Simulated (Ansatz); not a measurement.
Given:

BaF₂:
```cif
data_Ba4F8
_chemical_formula_sum 'Ba4 F8'
_space_group_name_H-M_alt 'Fm-3m'
_space_group_IT_number 225
_space_group_name_Hall '-F 4 2 3'
_cell_length_a 6.24642
_cell_length_b 6.24642
_cell_length_c 6.24642
_cell_angle_alpha 90.000
_cell_angle_beta 90.000
_cell_angle_gamma 90.000
loop_
_atom_site_label
_atom_site_type_symbol
_atom_site_symmetry_multiplicity
_atom_site_Wyckoff_symbol
_atom_site_fract_x
_atom_site_fract_y
_atom_site_fract_z
_atom_site_occupancy
Ba1 Ba 4 a 0.00000 0.00000 0.00000 1
F1 F 8 c 0.25000 0.25000 0.25000 1
```
(The calculation used a cell of 3 atoms; values per cell refer to that cell.)

This is the PBE-relaxed structure.

All from DFT-PBE in the program Ansatz with PAW potentials, unless another level is named. Give the smallest direct gap on the standard path.

6.81 eV.

Next, the hole effective mass?

2.5, 5.0, 6.3 mₑ (principal values).

What about the conduction-band minimum?

at Γ.

Predict the valence-band maximum.

on the K–Γ line, 39 % of the way from K.

The PBE relaxation kept the symmetry of its start. Scalar-relativistic: spin–orbit coupling is off unless named, which matters more the heavier the elements.

Potentials: the later of the program's two PAW sets.
